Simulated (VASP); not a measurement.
A run of VASP 6.6.1:

Contents of INCAR:

```
ALGO = Normal ; EDIFF = 1E-7
EDIFFG = -0.005 ; ENCUT = 300
GGA = PE ; IBRION = 2
ISIF = 3 ; ISMEAR = 0
LASPH = True ; LCHARG = False
LREAL = False ; LWAVE = False
NELM = 80 ; NSW = 90
PREC = Accurate ; SIGMA = 0.03
```

KPOINTS

```
k-points
0
Gamma
  5 5 3
```

Contents of POSCAR:

```
Mg3Sb2                                  
1.0
    4.6005561339     -0.0000000000     -0.0000000000
   -2.3002780669      3.9841984834     -0.0000000000
    0.0000000000     -0.0000000000      7.2598206597
  Mg              Sb            
     3     2
Direct
     0.3333333332999970    0.6666666667000030    0.6324638524320527
     0.6666666667000030    0.3333333332999970    0.3675361475679472
     0.0000000000000000    0.0000000000000000    0.0000000000000000
     0.3333333332999970    0.6666666667000030    0.2255660977838405
     0.6666666667000030    0.3333333332999970    0.7744339022161595
```

Potentials or basis: VASP PAW PBE potentials, release 64 (Mg, Sb).

Run with:

```bash
$ cat potpaw_PBE.64/Mg/POTCAR potpaw_PBE.64/Sb/POTCAR > POTCAR
$ mpirun -np 1 vasp_std > vasp.out
```

Hardware: 1 thread of Intel(R) Xeon(R) Platinum 8488C (Sapphire Rapids) (shared host).

**Question.** How long does it take, and how much memory?

**Answer.** It took 13 s on 1 thread of Intel(R) Xeon(R) Platinum 8488C (Sapphire Rapids), with other jobs on the host, peak memory 0.17 GiB. Counts: scf iterations 14, k points 12, ion steps 1.
